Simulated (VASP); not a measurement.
# Pb (Fm-3m) in VASP: notebook

Runs on Pb. Level: PBE. Tasks: relaxation of the atoms.

All numbers are computed with VASP 6.6.1; they aren't measurements. Logs are shortened: lines on timing, memory, paths and dates and some standing lists are left out, and cuts for length are marked.

**1. The undisturbed crystal**

Symmetry: Fm-3m, No. 225, cubic system. The conventional cell has a = 4.950 Å, b = 4.950 Å, c = 4.950 Å, α = 90.00°, β = 90.00°, γ = 90.00°. Pb (site symmetry m-3m) has 12 Pb at 3.50 Å as nearest neighbours.

**2. Relaxation of the atoms, PBE (a relaxed cell with its volume scaled by 1.02)**

Input file INCAR:

```
SYSTEM = Pb
PREC     = Accurate       ! precision mode
ENCUT    = 600            ! plane-wave cutoff, eV
EDIFF    = 1E-7           ! SCF threshold, eV
ISMEAR   = 1              ! smearing method
SIGMA    = 0.1            ! smearing width, eV
LREAL    = .FALSE.        ! projectors in reciprocal space
LASPH    = .TRUE.         ! aspherical terms in the spheres
NELM     = 80             ! most SCF steps
ALGO     = Normal         ! electronic algorithm
ISIF     = 2              ! what is computed and relaxed
LWAVE    = .FALSE.        ! write WAVECAR
LCHARG   = .FALSE.        ! write CHGCAR
GGA      = PE             ! functional
IBRION   = 2              ! ionic algorithm
NSW      = 40             ! ionic steps
EDIFFG   = -0.01          ! ionic threshold
```

Input file KPOINTS:

```
Automatic mesh
0
G
  14 14 14
  0 0 0
```

Input file POSCAR:

```
Pb                                      
1.0
   -0.0000000000      2.5372213340      2.5372213340
    2.5372213340     -0.0000000000      2.5372213340
    2.5372213340      2.5372213340      0.0000000000
  Pb            
     1
Direct
     0.0000000000000000    0.0000000000000000    0.0000000000000000
```

Potentials or basis: VASP PAW PBE potentials, release 64 (Pb_d).

Command:

```
$ cat potpaw_PBE.64/Pb_d/POTCAR > POTCAR
$ mpirun -np 1 vasp_std > vasp.out
```

OUTCAR:

```text
SYSTEM = Pb
   PREC = Accurate
   ENCUT = 600
   EDIFF = 1E-7
   ISMEAR = 1
   LREAL = .FALSE.
   LASPH = .TRUE.
   NELM = 80
   ISIF = 2
   GGA = PE
   IBRION = 2
   NSW = 40
   EDIFFG = -0.01

 ion  position               nearest neighbor table
   1  0.000  0.000  0.000-

  LATTYP: Found a face centered cubic cell.
 ALAT       =     5.0744426680

  Lattice vectors:

 A1 = (   0.0000000000,   2.5372213340,   2.5372213340)
 A2 = (   2.5372213340,   0.0000000000,   2.5372213340)
 A3 = (   2.5372213340,   2.5372213340,   0.0000000000)

Analysis of symmetry for initial positions (statically):
=====================================================================
 Subroutine PRICEL returns:
 Original cell was already a primitive cell.

 Routine SETGRP: Setting up the symmetry group for a
 face centered cubic supercell.

 Subroutine GETGRP returns: Found 48 space group operations
 (whereof 48 operations were pure point group operations)
 out of a pool of 48 trial point group operations.

The static configuration has the point symmetry O_h .

Analysis of symmetry for dynamics (positions and initial velocities):
=====================================================================
 Subroutine PRICEL returns:
 Original cell was already a primitive cell.

 Routine SETGRP: Setting up the symmetry group for a
 face centered cubic supercell.

 Subroutine GETGRP returns: Found 48 space group operations
 (whereof 48 operations were pure point group operations)
 out of a pool of 48 trial point group operations.

The dynamic configuration has the point symmetry O_h .

 Subroutine INISYM returns: Found 48 space group operations
 (whereof 48 operations are pure point group operations),
 and found     1 'primitive' translations

----------------------------------------------------------------------------------------

                                     Primitive cell

  volume of cell :      32.6667

  direct lattice vectors                    reciprocal lattice vectors
     0.000000000  2.537221334  2.537221334    -0.197065977  0.197065977  0.197065977
     2.537221334  0.000000000  2.537221334     0.197065977 -0.197065977  0.197065977
     2.537221334  2.537221334  0.000000000     0.197065977  0.197065977 -0.197065977

  length of vectors
     3.588172821  3.588172821  3.588172821     0.341328284  0.341328284  0.341328284

  position of ions in fractional coordinates (direct lattice)
     0.000000000  0.000000000  0.000000000

  ion indices of the primitive-cell ions
[... 84 lines left out ...]
   PSTRESS=    0.0 pullay stress
   NELECT =      14.0000    total number of electrons
   NUPDOWN=      -1.0000    fix difference up-down
   EMIN   =  10.00;   EMAX   =-10.00  energy-range for DOS
   EFERMI =   0.00;   METHOD = LEGACY
   ISMEAR =     1;   SIGMA  =   0.10  broadening in eV -4-tet -1-fermi 0-gaus
   EFERMI_NEDOS =   21; number of points for ismear=-14 and -15
   IALGO  =     38    algorithm
   IMIX   =      4    mixing-type and parameters
     AMIX     =   0.40;   BMIX     =  1.00
     AMIX_MAG =   1.60;   BMIX_MAG =  1.00
  volume/ion in A,a.u.               =      32.67       220.45
  Fermi-wavevector in a.u.,A,eV,Ry     =   1.234286  2.332462 20.727960  1.523462
  Thomas-Fermi vector in A             =   2.368982
   LORBIT       =      0    0 simple, 1 ext, 2 COOP (PROOUT), +10 PAW based schemes
   GGA     = PE    functional components
   LHFCALC =     F    Hartree Fock is set to
   AEXX    =    0.0000 exact exchange contribution
   IVDW    =     0    specifies the selected vdW correction
   LEPSILON=     F    determine dielectric tensor
   LRPA    =     F    only Hartree local field effects (RPA)
 conjugate gradient relaxation of ions
 non-spin polarized calculation
 Methfessel and Paxton  Order N= 1 SIGMA  =   0.10
  energy-cutoff  :      600.00
  volume of cell :       32.67
 maximum number of plane-waves:      1106
 NGX is ok and might be reduce to    30
   NGX = 15   NGY = 15   NGZ = 15

 number of electron      13.9999999 magnetization

 Free energy of the ion-electron system (eV)
  ---------------------------------------------------
  ext. energy  EPLUGINS =         0.00000000
  ---------------------------------------------------
  free energy    TOTEN  =        -3.56636079 eV

  energy without entropy =       -3.56640725  energy(sigma->0) =       -3.56637628

 E-fermi :   6.4635     XC(G=0):  -9.8325

 val. band max:        6.4370513969   @ k =   0.3571   0.2857   0.0000
 cond. band min:       6.5363009229   @ k =  -0.2857   0.2857   0.0714
 fundamental gap:      0.0992495260
 Fermi energy:         6.4634902851

 k-point     1 :       0.0000    0.0000    0.0000
  band No.  band energies     occupation
      1     -10.5497      2.00000
      2     -10.5497      2.00000
      3     -10.5497      2.00000
      4     -10.4387      2.00000
      5     -10.4387      2.00000
      6      -4.7953      2.00000
      7      13.3187      0.00000
      8      13.3187      0.00000
      9      13.3187      0.00000
     10      16.1832      0.00000
     11      16.8784      0.00000
[... 309 lines left out ...]
 k-point    24 :       0.2857    0.1429    0.0000
  band No.  band energies     occupation
      1     -10.5804      2.00000
      2     -10.5025      2.00000
      3     -10.4805      2.00000
      4     -10.4460      2.00000
      5     -10.3827      2.00000
      6      -3.4829      2.00000
      7       7.5464     -0.00000
      8      10.8925      0.00000
      9      11.0559      0.00000
     10      14.7112      0.00000
     11      16.1740      0.00000

 [... further k-points ...]

------------------------ aborting loop because EDIFF is reached ----------------------------------------

  FORCE on cell =-STRESS in cart. coord.  units (eV):
  Direction    XX          YY          ZZ          XY          YZ          ZX
  --------------------------------------------------------------------------------------
  -------------------------------------------------------------------------------------
  Total       -0.1490504     -0.1490504     -0.1490504     -0.0000000     -0.0000000      0.0000000
  in kB       -7.3103573     -7.3103573     -7.3103573     -0.0000000     -0.0000000      0.0000000
  external PRESSURE =      -7.3103573 kB  Pullay stress =       0.0000000 kB

 VOLUME and BASIS-vectors are now :
 -----------------------------------------------------------------------------
  energy-cutoff  :      600.00
  volume of cell :       32.67
      direct lattice vectors                 reciprocal lattice vectors
     0.000000000  2.537221334  2.537221334    -0.197065977  0.197065977  0.197065977
     2.537221334  0.000000000  2.537221334     0.197065977 -0.197065977  0.197065977
     2.537221334  2.537221334  0.000000000     0.197065977  0.197065977 -0.197065977

 POSITION                                       TOTAL-FORCE (eV/Angst)
 -----------------------------------------------------------------------------------
      0.00000      0.00000      0.00000        -0.000000      0.000000     -0.000000
 -----------------------------------------------------------------------------------
    total drift:                               -0.000000     -0.000000      0.000000

  FREE ENERGIE OF THE ION-ELECTRON SYSTEM (eV)
  ---------------------------------------------------
  free  energy   TOTEN  =        -3.5663607901 eV

  energy  without entropy=       -3.5664072465  energy(sigma->0) =       -3.56637628

 reached required accuracy - stopping structural energy minimisation
```

It took 51 s on 1 thread of Intel Xeon Platinum 8375C at 2.90GHz (Ice Lake), shared host; peak memory 0.19 GiB.

Results:

| Quantity | Value |
| --- | --- |
| Free energy | -3.5664 eV |
| Pressure after relaxing | -0.7 GPa |
| Band gap on the k mesh | none (metal or under the smearing width) |

Final structure:
```
CELL_PARAMETERS angstrom
0.00000 2.53722 2.53722
2.53722 0.00000 2.53722
2.53722 2.53722 0.00000
ATOMIC_POSITIONS crystal
Pb 0.00000 0.00000 0.00000
```

Levels at points of the mesh, in eV from the Fermi level:
| k point | band 3 | band 4 | band 5 | band 6 | band 7 | band 8 | band 9 | band 10 | band 11 |
| --- | --- | --- | --- | --- | --- | --- | --- | --- | --- |
| (0.00, 0.00, 0.00) | -17.01 | -16.90 | -16.90 | -11.26 | 6.86 | 6.86 | 6.86 | 9.72 | 10.41 |
| (0.50, 0.00, 0.00) | -17.00 | -16.79 | -16.79 | -8.05 | -3.83 | 5.19 | 5.19 | 8.84 | 9.19 |
| (0.50, 0.50, 0.00) | -16.80 | -16.77 | -16.77 | -6.81 | -2.97 | 1.98 | 1.98 | 5.18 | 6.44 |

Caveat: the relaxation stopped at its first step, so nothing moved.

**3. Relaxation of the atoms, PBE (a relaxed cell with its volume scaled by 1.04)**

INCAR is that of step 2.

KPOINTS is that of step 2.

Input file POSCAR:

```
Pb                                      
1.0
   -0.0000000000      2.5536972589      2.5536972589
    2.5536972589     -0.0000000000      2.5536972589
    2.5536972589      2.5536972589      0.0000000000
  Pb            
     1
Direct
     0.0000000000000000    0.0000000000000000    0.0000000000000000
```

Potentials or basis: VASP PAW PBE potentials, release 64 (Pb_d).

Command:

```
$ cat potpaw_PBE.64/Pb_d/POTCAR > POTCAR
$ mpirun -np 1 vasp_std > vasp.out
```

Run time: 54 s. Hardware: 1 thread of Intel Xeon Platinum 8375C at 2.90GHz (Ice Lake), shared host; peak memory 0.19 GiB.

It converged, with:

```
Free energy             : -3.5622 eV
Pressure after relaxing : -1.4 GPa
Band gap on the k mesh  : none (metal or under the smearing width)
```

Final structure:
```xyz
1
Lattice="0.0000 2.5537 2.5537 2.5537 0.0000 2.5537 2.5537 2.5537 0.0000" Properties=species:S:1:pos:R:3 pbc="T T T"
Pb    0.0000    0.0000    0.0000
```

Levels at points of the mesh, in eV from the Fermi level:
| k point | band 4 | band 5 | band 6 | band 7 | band 8 | band 9 | band 10 | band 11 |
| --- | --- | --- | --- | --- | --- | --- | --- | --- |
| (0.00, 0.00, 0.00) | -16.89 | -16.89 | -11.13 | 6.72 | 6.72 | 6.72 | 9.71 | 10.18 |
| (0.50, 0.00, 0.00) | -16.79 | -16.79 | -8.03 | -3.74 | 5.09 | 5.09 | 8.69 | 9.18 |
| (0.50, 0.50, 0.00) | -16.76 | -16.76 | -6.83 | -2.89 | 1.96 | 1.96 | 5.14 | 6.39 |

Caveat: the relaxation stopped at its first step, so nothing moved.

**4. Relaxation of the atoms, PBE (a relaxed cell with its volume scaled by 1.06)**

INCAR is that of step 3.

KPOINTS is that of step 3.

Input file POSCAR:

```
Pb                                      
1.0
   -0.0000000000      2.5699632851      2.5699632851
    2.5699632851     -0.0000000000      2.5699632851
    2.5699632851      2.5699632851      0.0000000000
  Pb            
     1
Direct
     0.0000000000000000    0.0000000000000000    0.0000000000000000
```

Command:

```
$ cat potpaw_PBE.64/Pb_d/POTCAR > POTCAR
$ mpirun -np 1 vasp_std > vasp.out
```

Wall time 53 s (1 thread of Intel Xeon Platinum 8375C at 2.90GHz (Ice Lake), shared host); peak memory 0.2 GiB.

It converged, with:

```
Free energy             : -3.5555 eV
Pressure after relaxing : -2.0 GPa
Band gap on the k mesh  : none (metal or under the smearing width)
```

Final structure:
```xyz
1
Lattice="0.0000 2.5700 2.5700 2.5700 0.0000 2.5700 2.5700 2.5700 0.0000" Properties=species:S:1:pos:R:3 pbc="T T T"
Pb    0.0000    0.0000    0.0000
```

Levels at points of the mesh, in eV from the Fermi level:
```csv
k point,band 4,band 5,band 6,band 7,band 8,band 9,band 10,band 11
"(0.00, 0.00, 0.00)",-16.89,-16.89,-11.02,6.57,6.57,6.57,9.69,9.95
"(0.50, 0.00, 0.00)",-16.80,-16.80,-8.02,-3.66,4.99,4.99,8.54,9.16
"(0.50, 0.50, 0.00)",-16.77,-16.77,-6.86,-2.83,1.94,1.94,5.09,6.34
```

Caveat: the relaxation stopped at its first step, so nothing moved. Spin-orbit coupling is left out, which matters for the levels of Pb.

**5. Summary**

```tsv
cell	gap on the mesh (eV)	pressure (GPa)
atoms relaxed from: a relaxed cell with its volume scaled by 1.02	none	-0.7
atoms relaxed from: a relaxed cell with its volume scaled by 1.04	none	-1.4
atoms relaxed from: a relaxed cell with its volume scaled by 1.06	none	-2.0
```

Alike in all rows: task relaxation of the atoms; level PBE; potentials or basis VASP PAW PBE potentials, release 64 (Pb_d); no spin polarisation; k mesh 14 × 14 × 14; cutoff (eV) 600; smearing methfessel-paxton 0.1 eV.

Caveats: the relaxation stopped at its first step, so nothing moved.

Total energies depend on the potentials used, so only differences within one code and one set of settings carry meaning.
